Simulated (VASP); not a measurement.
# Fe3Ge (P6_3/mmc) in VASP: relaxation of cell and atoms with PBEsol

Aim: the relaxation of cell and atoms of Fe3Ge with PBEsol.

All numbers are computed with VASP 6.6.1; they aren't measurements. Logs are shortened: lines on timing, memory, paths and dates and some standing lists are left out, and cuts for length are marked.

### 1 The structure

It takes space group P6_3/mmc (No. 194, hexagonal). The conventional cell has a = 5.169 Å, b = 5.169 Å, c = 4.222 Å, α = 90.00°, β = 90.00°, γ = 120.00°. Fe (site symmetry mm2) is surrounded by 8 Fe at 2.50 to 2.67 Å and 4 Ge at 2.58 to 2.61 Å. Around Ge (site symmetry -6m2) lie 12 Fe at 2.58 to 2.61 Å.

### 2 Relaxation of cell and atoms, PBEsol, collinear spin, ferromagnetic start

The input, INCAR:

```
SYSTEM = Fe3Ge
PREC     = Accurate       ! precision mode
ENCUT    = 600            ! plane-wave cutoff, eV
EDIFF    = 1E-7           ! SCF threshold, eV
ISMEAR   = 0              ! smearing method
SIGMA    = 0.1            ! smearing width, eV
LREAL    = .False.        ! projectors in reciprocal space
LASPH    = .True.         ! aspherical terms in the spheres
NELM     = 150            ! most SCF steps
ALGO     = Fast           ! electronic algorithm
ISIF     = 3              ! what is computed and relaxed
LWAVE    = .False.        ! write WAVECAR
LCHARG   = .False.        ! write CHGCAR
ISPIN    = 2              ! spin polarisation
MAGMOM   = 2.5 2.5 2.5 2.5 2.5 2.5 0 0 ! initial moments
LORBIT   = 11             ! projections on sites
LMAXMIX  = 4              ! l up to which the mixer works
GGA      = PS             ! functional
IBRION   = 2              ! ionic algorithm
NSW      = 80             ! ionic steps
EDIFFG   = -0.004         ! ionic threshold
```

The input, KPOINTS:

```
regular mesh
0
Gamma
  9 9 8
  0 0 0
```

The input, POSCAR:

```
Fe3Ge
1.0
    5.1690000000      0.0000000000      0.0000000000
   -2.5845000000      4.4764853100      0.0000000000
    0.0000000000      0.0000000000      4.2220000000
Fe Ge
6 2
Direct
    0.8390000000      0.6780000000      0.2500000000
    0.1610000000      0.8390000000      0.7500000000
    0.3220000000      0.1610000000      0.2500000000
    0.1610000000      0.3220000000      0.7500000000
    0.8390000000      0.1610000000      0.2500000000
    0.6780000000      0.8390000000      0.7500000000
    0.3333333300      0.6666666700      0.2500000000
    0.6666666700      0.3333333300      0.7500000000
```

Potentials or basis: VASP PAW PBE potentials, release 64 (Fe, Ge_d).

The run is started by

```
> cat potpaw_PBE.64/Fe/POTCAR potpaw_PBE.64/Ge_d/POTCAR > POTCAR
> mpirun -np 1 vasp_std > vasp.out
```

OUTCAR:

```text
SYSTEM = Fe3Ge
   PREC = Accurate
   ENCUT = 600
   EDIFF = 1E-7
   ISMEAR = 0
   LREAL = .False.
   LASPH = .True.
   NELM = 150
   ISIF = 3
   ISPIN = 2
   LORBIT = 11
   GGA = PS
   IBRION = 2
   NSW = 80
   EDIFFG = -0.004

 ion  position               nearest neighbor table
   1  0.839  0.678  0.250-   3 2.50   5 2.50   2 2.56   6 2.56   2 2.56   6 2.56   7 2.58   7 2.58
                             8 2.61   8 2.61   5 2.67   3 2.67
   2  0.161  0.839  0.750-   4 2.50   6 2.50   3 2.56   3 2.56   1 2.56   1 2.56   8 2.58   8 2.58
                             7 2.61   7 2.61   4 2.67   6 2.67
   3  0.322  0.161  0.250-   1 2.50   5 2.50   2 2.56   2 2.56   4 2.56   4 2.56   7 2.58   7 2.58
                             8 2.61   8 2.61   1 2.67   5 2.67
   4  0.161  0.322  0.750-   2 2.50   6 2.50   5 2.56   3 2.56   3 2.56   5 2.56   8 2.58   8 2.58
                             7 2.61   7 2.61   2 2.67   6 2.67
   5  0.839  0.161  0.250-   1 2.50   3 2.50   6 2.56   6 2.56   4 2.56   4 2.56   7 2.58   7 2.58
                             8 2.61   8 2.61   1 2.67   3 2.67
   6  0.678  0.839  0.750-   4 2.50   2 2.50   5 2.56   5 2.56   1 2.56   1 2.56   8 2.58   8 2.58
                             7 2.61   7 2.61   4 2.67   2 2.67
   7  0.333  0.667  0.250-   3 2.58   1 2.58   5 2.58   5 2.58   3 2.58   1 2.58   2 2.61   2 2.61
                             4 2.61   4 2.61   6 2.61   6 2.61
   8  0.667  0.333  0.750-   6 2.58   4 2.58   2 2.58   2 2.58   6 2.58   4 2.58   5 2.61   5 2.61
                             1 2.61   1 2.61   3 2.61   3 2.61

  LATTYP: Found a hexagonal cell.
 ALAT       =     5.1690000000
 C/A-ratio  =     0.8167924163

  Lattice vectors:

 A1 = (   5.1690000000,   0.0000000000,   0.0000000000)
 A2 = (  -2.5845000000,   4.4764853100,   0.0000000000)
 A3 = (   0.0000000000,   0.0000000000,   4.2220000000)

Analysis of symmetry for initial positions (statically):
=====================================================================
 Subroutine PRICEL returns:
 Original cell was already a primitive cell.

 Routine SETGRP: Setting up the symmetry group for a
 hexagonal supercell.

 Subroutine GETGRP returns: Found 24 space group operations
 (whereof 12 operations were pure point group operations)
 out of a pool of 24 trial point group operations.

The static configuration has the point symmetry D_3d.
 The point group associated with its full space group is D_6h.

Analysis of symmetry for dynamics (positions and initial velocities):
=====================================================================
 Subroutine PRICEL returns:
 Original cell was already a primitive cell.

 Routine SETGRP: Setting up the symmetry group for a
 hexagonal supercell.

 Subroutine GETGRP returns: Found 24 space group operations
 (whereof 12 operations were pure point group operations)
 out of a pool of 24 trial point group operations.

[... 189 lines left out ...]
  in kB     -108.6620966   -108.6620965    -99.6118483      0.0000000     -0.0000000      0.0000000
  external PRESSURE =    -105.6453471 kB  Pullay stress =       0.0000000 kB
[... 107 lines left out ...]
  FREE ENERGIE OF THE ION-ELECTRON SYSTEM (eV)
  ---------------------------------------------------
  free  energy   TOTEN  =       -64.5016259529 eV

  energy  without entropy=      -64.4778551219  energy(sigma->0) =      -64.48974054

[... ionic steps 4 to 9 ...]

--------------------------------------- Ionic step       10  -------------------------------------------

 number of electron      75.9999988 magnetization      12.3639518

------------------------ aborting loop because EDIFF is reached ----------------------------------------
[... 79 lines left out ...]
--------------------------------------- Ionic step       12  -------------------------------------------

 number of electron      75.9999990 magnetization      12.3634839

 Free energy of the ion-electron system (eV)
  ---------------------------------------------------
  ext. energy  EPLUGINS =         0.00000000
  ---------------------------------------------------
  free energy    TOTEN  =       -64.50800064 eV

  energy without entropy =      -64.48303604  energy(sigma->0) =      -64.49551834

 E-fermi :   7.7661     XC(G=0): -13.4548

 val. band max:        7.7655983197   @ k =   0.4444  -0.0000   0.3750
 cond. band min:       7.7703783093   @ k =   0.0000   0.0000   0.2500
 fundamental gap:      0.0047799896
 Fermi energy:         7.7660606198

 spin component 1

 k-point     1 :       0.0000    0.0000    0.0000
  band No.  band energies     occupation
      1     -16.8768      1.00000
      2     -16.8768      1.00000
      3     -16.8759      1.00000
      4     -16.8719      1.00000
      5     -16.8719      1.00000
      6     -16.8689      1.00000
[... 1261 lines left out ...]
     49      10.1566      0.00000
     50      12.3613      0.00000

 [... further k-points ...]

 spin component 2

 k-point     1 :       0.0000    0.0000    0.0000
  band No.  band energies     occupation
      1     -16.8996      1.00000
      2     -16.8996      1.00000
      3     -16.8946      1.00000
      4     -16.8946      1.00000
      5     -16.8942      1.00000
      6     -16.8894      1.00000
[... 1261 lines left out ...]
     49      11.4335      0.00000
     50      13.1685      0.00000

 [... further k-points ...]

 [bands above 50 left out]

------------------------ aborting loop because EDIFF is reached ----------------------------------------

  FORCE on cell =-STRESS in cart. coord.  units (eV):
  Direction    XX          YY          ZZ          XY          YZ          ZX
  --------------------------------------------------------------------------------------
  -------------------------------------------------------------------------------------
  Total        0.0052886      0.0052886     -0.0078506     -0.0000000      0.0000000      0.0000000
  in kB        0.0922548      0.0922548     -0.1369465     -0.0000000      0.0000000      0.0000000
  external PRESSURE =       0.0158544 kB  Pullay stress =       0.0000000 kB
[... 23 lines left out ...]
  FREE ENERGIE OF THE ION-ELECTRON SYSTEM (eV)
  ---------------------------------------------------
  free  energy   TOTEN  =       -64.5080006384 eV

  energy  without entropy=      -64.4830360408  energy(sigma->0) =      -64.49551834

 reached required accuracy - stopping structural energy minimisation

 total charge

# of ion       s       p       d       tot
------------------------------------------
    1        0.458   0.551   6.356   7.365
    2        0.458   0.551   6.356   7.365
    3        0.458   0.551   6.356   7.365
    4        0.458   0.551   6.356   7.365
    5        0.458   0.551   6.356   7.365
    6        0.458   0.551   6.356   7.365
    7        1.075   1.350  10.119  12.544
    8        1.075   1.350  10.119  12.544
--------------------------------------------------
tot          4.897   6.006  58.373  69.276

 magnetization (x)

# of ion       s       p       d       tot
------------------------------------------
    1       -0.002  -0.004   2.088   2.082
    2       -0.002  -0.004   2.088   2.082
    3       -0.002  -0.004   2.088   2.082
    4       -0.002  -0.004   2.088   2.082
    5       -0.002  -0.004   2.088   2.082
    6       -0.002  -0.004   2.088   2.082
    7       -0.008  -0.128   0.015  -0.121
    8       -0.008  -0.128   0.015  -0.121
--------------------------------------------------
tot         -0.029  -0.277  12.558  12.251
```

CONTCAR:

```text
Fe3Ge
   1.00000000000000
     5.0583831455247115   -0.0000000000000000    0.0000000000000000
    -2.5291915727623557    4.3806883040764504   -0.0000000000000000
    -0.0000000000000000   -0.0000000000000000    4.1448692391815820
  Fe              Ge
     6     2
Direct
     0.8376403409008545    0.6752806818017091    0.2500000000000000
     0.1623596590991443    0.8376403409008545    0.7500000000000000
     0.3247193181982898    0.1623596590991456    0.2500000000000000
     0.1623596590991456    0.3247193181982911    0.7500000000000000
     0.8376403409008558    0.1623596590991456    0.2500000000000000
     0.6752806818017102    0.8376403409008545    0.7500000000000000
     0.3333333300000021    0.6666666699999979    0.2500000000000000
     0.6666666699999979    0.3333333300000021    0.7500000000000000

  0.00000000E+00  0.00000000E+00  0.00000000E+00
  0.00000000E+00  0.00000000E+00  0.00000000E+00
  0.00000000E+00  0.00000000E+00  0.00000000E+00
  0.00000000E+00  0.00000000E+00  0.00000000E+00
  0.00000000E+00  0.00000000E+00  0.00000000E+00
  0.00000000E+00  0.00000000E+00  0.00000000E+00
  0.00000000E+00  0.00000000E+00  0.00000000E+00
  0.00000000E+00  0.00000000E+00  0.00000000E+00
```

Wall time 77 min (1 thread of Intel Xeon Platinum 8488C (Sapphire Rapids), shared host); peak memory 0.66 GiB.

What came out:

```yaml
Free_energy: -64.5080 eV
Relaxed_volume: 11.48 Å³/atom
Relaxed_cell: a = 5.058 Å, b = 5.058 Å, c = 4.145 Å, α = 90.00°, β = 90.00°, γ = 120.00°
Space_group_after_relaxing_to_0.05_Å: P6_3/mmc (No. 194)
Energy_gained_by_relaxing: 25.5 meV/atom
Ionic_steps: 12
Pressure_after_relaxing: 0.0 GPa
Band_gap_on_the_k_mesh: none (metal or under the smearing width)
Net_moment: 12.36 μB per cell
Site_moments: Fe +2.08; Ge -0.12 μB
Valence_electrons_inside_the_program's_atomic_spheres: Fe 7.37; Ge 12.54
```

Step by step:
```
step  energy change (eV)  largest force (eV/Å)  pressure (GPa)  volume (Å³)
   1              0.0000                0.0097          -10.56        97.69
   2              0.0059                0.3892           12.97        86.74
   3             -0.1978                0.1782           -0.11        92.05
   4             -0.1978                0.1819            0.12        91.94
   5             -0.2034                0.0591            0.13        91.83
   6             -0.2040                0.0014            0.17        91.77
   7             -0.2040                0.0051            0.15        91.77
   8             -0.2041                0.0007           -0.12        91.92
   9             -0.2041                0.0020           -0.08        91.88
  10             -0.2041                0.0021           -0.03        91.87
  11             -0.2041                0.0017           -0.07        91.88
  12             -0.2041                0.0018            0.00        91.85
```

Final structure:
```xyz
8
Lattice="5.0584 0.0000 0.0000 -2.5292 4.3807 0.0000 0.0000 0.0000 4.1449" Properties=species:S:1:pos:R:3 pbc="T T T"
Fe    2.5292    2.9582    1.0362
Fe   -1.2973    3.6694    3.1087
Fe    1.2319    0.7112    1.0362
Fe    0.0000    1.4225    3.1087
Fe    3.8265    0.7112    1.0362
Fe    1.2973    3.6694    3.1087
Ge    0.0000    2.9205    1.0362
Ge    2.5292    1.4602    3.1087
```

Caveat: the PAW data sets were made with another functional, which shifts forces and pressure a little.
